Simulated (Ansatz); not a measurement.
The system is NiO2.

```
Ni O
1.0
     1.40213    0.80952    6.97429
    -1.40213    0.80952    6.97429
     0.00000   -1.61904    6.97429
Ni O
1 2
Direct
  0.00000 0.00000 0.00000
  0.37879 0.37879 0.37879
  0.62121 0.62121 0.62121
```

The cell comes from a database or a generator and needn't be the stable form of this composition.

Program: Ansatz 0.2.0. Alike in all runs: cell as given; k mesh 11 × 11 × 11.

Question: Order these runs on this cell by their band gap on the k mesh, lowest first.
A. level BLYP; potentials or basis Ansatz PAW; spin collinear, random start; cutoff (eV) 420; smearing fermi-dirac 0.02 eV
B. level LDA; potentials or basis Ansatz PAW; spin collinear, ferromagnetic start; cutoff (eV) 420; smearing fermi-dirac 0.05 eV; points for each segment of the path 14
C. level r2SCAN+D4+U; potentials or basis Ansatz PAW earlier set; spin collinear, ferromagnetic start; U Ni d U = 2 eV; cutoff (eV) 1080; smearing fermi-dirac 0.01 eV; hubbard projectors atomic; double counting amf
D. level r2SCAN; potentials or basis Ansatz PAW; spin collinear, ferromagnetic start; cutoff (eV) 500; smearing fermi-dirac 0.05 eV; points for each segment of the path 14

Answer: B (1.19 eV), A (1.39 eV), D (1.77 eV), C (2.05 eV).

Caveats: the magnetic or orbital state may not be the lowest (some runs); odd divisions of the mesh miss points on the zone boundary, where band edges often lie, so the gap on the mesh can be too wide (some runs); the density of states is complete only up to the lowest level of the last band computed (some runs).

A k mesh can miss the band edges.

Not every run made on this cell is shown here.
